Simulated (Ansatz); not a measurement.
**Ansatz run, Zr**

The input, for Ansatz 0.2.0 (plane waves, PAW):

```yaml
crystal:
  lattice:
    - [0.0, 2.110731, 2.110731]
    - [2.110731, 0.0, 2.110731]
    - [2.110731, 2.110731, 0.0]
  atoms:
    - { symbol: Zr, position: [0.0, 0.0, 0.0] }
  symmetry: { tolerance: 0.0003 }
kpoints:
  mp_grid: { grid: [14, 14, 14], shift: [0, 0, 0] }
  band_path:
    path:
      - [0.0, 0.0, 0.0]
      - [0.5, 0.0, 0.5]
      - [0.625, 0.25, 0.625]
      - [0.375, 0.375, 0.75]
      - [0.0, 0.0, 0.0]
      - [0.5, 0.5, 0.5]
      - [0.5, 0.25, 0.75]
      - [0.5, 0.0, 0.5]
    npoints: 8
magnetization:
  spin_polarized: false
scf:
  occupations: { method: gaussian, width: 0.0108 }
  lower_state_search: "off"
  max_iter: 200
hamiltonian:
  pseudopotentials: { kind: paw }
  xc: pbe
basis:
  ecutwfc: 420
  fft_grid_basis: typed
output:
  forces: true
  stress: true
  eigenvalues: true
  bader: true
  populations: true
  elf: true
  write_potential: true
  volumetric_format: npy
  dos:
    e_range: [-12, 8]
    de: 0.05
    projected: { site_lists: { Zr: [Zr] } }
checkpoint:
  read: saved_state
```

The run starts from an earlier solution of this cell. 

Parts of the output:

```
SCF iter   1: F=—  Δρ=3.35e-3  dr2=1.75e-3
SCF iter   2: F=—  Δρ=1.35e-3  dr2=2.41e-4
SCF iter   3: F=—  Δρ=1.46e-4  dr2=1.89e-6
SCF iter   4: F=—  Δρ=2.91e-5  dr2=5.42e-8
SCF iter   5: F=-4183.4840 eV  Δρ=1.91e-6  dr2=4.02e-10
Free energy (F): -4183.4840 eV
Harris-Foulkes:  -4183.4840 eV  (|F-HF|=4.46e-11)
Internal energy: -4183.4838 eV  (E = F + TS)
E sigma→0 (E₀):  -4183.4839 eV
Entropy (-TS):   -0.0002 eV (-0.152 meV/atom)
Fermi energy:    17.7433 eV
--- Stress (GPa, compression-positive) ---
       26.4257       0.0000       0.0000
        0.0000      26.4257       0.0000
        0.0000       0.0000      26.4257
  P = ⅓ Tr σ = 26.4257 GPa (264.257 kbar)
--- Löwdin populations: 1 site ---
  site symbol       q [e]
     0     Zr     11.9569
  spilling = 0.0036 (of n_electrons = 12.0000)
--- Bader charges: 1 site ---
  site symbol  charge [e]  shift [e]
     0     Zr      0.0000     0.0000
```

Origin: a known structure type with other elements, at an estimated volume, so it need not be a known compound. Caveats: atoms or cell far from equilibrium.
